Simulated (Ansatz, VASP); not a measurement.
# CsPbBr3 and the dispersion correction, program beside program

The cell as given:

```xyz
5
Lattice="5.8700 0.0000 0.0000 0.0000 5.8700 0.0000 0.0000 0.0000 5.8700" Properties=species:S:1:pos:R:3 pbc="T T T"
Pb    2.9350    2.9350    2.9350
Cs    0.0000    0.0000    0.0000
Br    2.9350    2.9350    0.0000
Br    2.9350    0.0000    2.9350
Br    0.0000    2.9350    2.9350
```

Measurements of this composition are mostly on another form, of space group No. 62.

Kept alike: task relaxation of cell and atoms; functional PBEsol; k mesh 4 × 4 × 4; occupations fermi-dirac, width 0.05 eV; no spin polarisation. The mesh is that of the run's cell of 5 atoms. No spin-orbit coupling.

- A: Ansatz, Ansatz PAW, made for PBE, cutoff 420 eV
- B: VASP, PBE PAW files Br, Cs_sv, Pb_d, 600 eV, made for PBE

| dispersion correction | A: band gap on the mesh (eV) | B: band gap on the mesh (eV) |
| --- | --- | --- |
| none | 1.444 | 1.448 |
| D3(BJ) | 1.274 | 1.283 |
| D4 | 1.354 | 1.359 |

Values on potentials made for another functional: all of A; all of B. Values hold for each row's relaxed cell, which stops near the pressure aimed at (zero). Ansatz's stress holds its Pulay term. Programs can differ in the three-body term of D3, and some take D4 from an outside library. A gap on the mesh can miss an edge between its points.

**Question.** How large is the effect of the dispersion correction, and do the programs agree on it?

**Answer.** From none to D3(BJ) the band gap on the mesh moves by -0.170 in A, -0.165 in B (eV). Row by row the programs differ by 0.004 to 0.009, and over this span the shifts, as printed, agree within about 3 %. Shifts from none: D3(BJ) -0.170, -0.165; D4 -0.090, -0.089; the programs' shifts differ by up to 0.005.
